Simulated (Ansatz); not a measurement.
Below is the output of a Python script on Ansatz 0.2.0 through its Python package that makes a calculation of the elastic constants of CuI, space group Cmcm. Write a script that gives it. Level of theory: PBEsol, PAW, the default cutoff (420 eV here), 4×4×6 k-points, fixed occupations.

```xyz
4
Lattice="3.7332 -3.7111 0.0000 3.7332 3.7111 0.0000 0.0000 0.0000 4.3070" Properties=species:S:1:pos:R:3 pbc="T T T"
Cu    3.7332    0.5905    3.2302
Cu    3.7332   -0.5905    1.0767
I     3.7332   -2.0043    3.2302
I     3.7332    2.0043    1.0767
```

```console
$ python elastic_cui.py
DeckWarning: basis.ecutwfc = 420 eV, auto-derived from the records' recommended cutoffs: set by Cu (normal level)
C11 = 5.6 GPa
C13 = 8.0 GPa
C22 = 101.3 GPa
C23 = 47.9 GPa
C33 = 114.7 GPa
C44 = 31.8 GPa
C55 = 6.4 GPa
C66 = -0.6 GPa
smallest eigenvalue of C: -0.6 GPa; tensor positive definite: False
```
(Warnings from the package without file and line.)

The script that was run (others could print the same):

`elastic_cui.py`:
```python
# -*- coding: utf-8 -*-
"""Elastic constants of CuI."""

import ansatz as az
import numpy as np

SETTINGS = {
    "smearing": "fixed",
    "kmesh": (4, 4, 6),
}


def main():
    vectors = np.array([
        [3.733168, -3.711086, 0.0],
        [3.733168, 3.711086, 0.0],
        [0.0, 0.0, 4.306998],
    ])
    system = (
        az.Lattice.of(vectors)
        .atom("Cu", [0.420439, 0.579561, 0.75])
        .atom("Cu", [0.579561, 0.420439, 0.25])
        .atom("I", [0.770043, 0.229957, 0.75])
        .atom("I", [0.229957, 0.770043, 0.25])
    )

    model = (
        system.calculation()
        .occupations(SETTINGS["smearing"])
        .functional(az.Functional.PBESOL)
        .kpoints(*SETTINGS["kmesh"])
    )
    out = model.elastic("clamped_ion", amplitude=0.005).run(threads=1)
    elastic = out.elastic

    C = np.asarray(elastic.c_gpa)
    for i in range(6):
        for j in range(i, 6):
            if abs(C[i, j]) > 0.05:
                print(f"C{i + 1}{j + 1} = {C[i, j]:.1f} GPa")
    print("smallest eigenvalue of C:", round(elastic.stability.min_eigenvalue_gpa, 1), "GPa; tensor positive definite:", elastic.stability.min_eigenvalue_gpa > 0)
    # averaged moduli need a positive definite tensor
    if elastic.stability.min_eigenvalue_gpa > 0:
        for name, value in elastic.moduli.to_plain().items():
            print(f"{name:14s} {value:9.3f}")
        S = np.linalg.inv(elastic.c_gpa)
        print("Young modulus along x, y, z (GPa):", np.round(1 / np.diag(S)[:3], 1))
        print("linear compressibility along x, y, z (1/TPa):", np.round(1000 * S[:3, :3].sum(axis=1), 2))


if __name__ == "__main__":
    main()
```

Notes:
- The run is spin-unpolarised.
- The Fermi level of a run with fixed occupations marks the highest occupied state on its mesh, not mid-gap.
- The cell stands under an uneven stress, so these stress-strain coefficients aren't symmetric, and eigenvalues smaller than that stress decide nothing.
- Without a Hubbard U or exact exchange, semilocal functionals often make such 3d compounds metallic or too weakly gapped.
- These are clamped-ion constants: where atoms have free coordinates under strain, the relaxed-ion ones can be far smaller or negative, so this tensor doesn't settle whether the crystal is stable.
- The structure comes from a database of computed cells and needn't be a stable or known phase.
- The constants belong to the cell that was strained; where it wasn't relaxed first it may be under stress.
- Wall time of the script: 3.3 min on 1 thread of Intel(R) Xeon(R) Processor @ 2.30GHz (shared host), peak memory 0.7 GiB.

(A comment or docstring line of the script was reworded after the run, the code is as it ran.)
